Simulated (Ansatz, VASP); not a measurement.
**Rh: VASP beside Ansatz**

```
Rh
1.0
     0.00000    2.72985    2.72985
     2.72985    0.00000    2.72985
     2.72985    2.72985    0.00000
Rh
2
Direct
  0.00000 0.00000 0.00000
  0.25000 0.25000 0.25000
```

Alike in both runs: functional r2SCAN; k mesh 18 × 18 × 18; occupations gaussian, width 0.1 eV; no spin polarisation.

Ansatz relaxed the structure, and its values are those at the end. VASP's run is a single point on that final structure, the one shown.

```csv
,VASP,Ansatz
version,VASP 6.6.1,Ansatz 0.2.0
potentials or method,"VASP PAW PBE potentials, release 64 (Rh_pv)","scalar-relativistic, plane waves, PAW"
plane-wave cutoff (eV),520,500
valence electrons in the cell,30,34
```

```csv
,VASP,Ansatz,Ansatz less VASP
gap on the k mesh at the Fermi level (eV),none,none,-
pressure (GPa),0.6,0.0,-0.62
```

A gap of «none» marks a metal or a gap that the smearing closes. The two sets of potentials don't hold the same shells in valence.

Caveats: the PAW data sets were made with another functional, which shifts forces and pressure a little (VASP).
